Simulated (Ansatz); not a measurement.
## Strain response of BiTe

Method: DFT PBE, scalar-relativistic, plane waves, PAW in Ansatz 0.2.0. Settings: 420 eV cutoff, 12×12×8 k-mesh, Gaussian smearing of 0.10 eV, no spin polarisation.

Reference structure (relaxed):

```
Bi Te
1.0
     3.25119    3.25119    0.00000
    -3.25119    3.25119    0.00000
     0.00000    0.00000    6.50239
Bi Te
2 2
Direct
  0.00000 0.00000 0.00000
  0.50000 0.50000 0.50000
  0.50000 0.50000 0.00000
  0.00000 0.00000 0.50000
```

Deformation: all cell vectors scaled alike, the atoms relaxed, all within the symmetry that the strain leaves. Energies are extrapolated to zero smearing.

Spin–orbit coupling is left out, which can shift energies with elements as heavy as these.

| strain (%) | ΔE (meV/atom) | a (Å) | b (Å) | c (Å) |
| --- | --- | --- | --- | --- |
| -4.5 | 107.3 | 4.391 | 4.391 | 6.210 |
| -3.0 | 44.7 | 4.460 | 4.460 | 6.307 |
| -1.5 | 10.3 | 4.529 | 4.529 | 6.405 |
| +0.0 | 0.0 | 4.598 | 4.598 | 6.502 |
| +1.5 | 10.0 | 4.667 | 4.667 | 6.600 |
| +3.0 | 37.2 | 4.736 | 4.736 | 6.697 |
| +4.5 | 78.9 | 4.805 | 4.805 | 6.795 |

(1) What stiffness (1/V) d²E/dε² at zero strain does a cubic fit over all points give?

Answers

(1) A cubic fit gives (1/V) d²E/dε² = 429 GPa at zero strain (nine times the bulk modulus at fixed shape).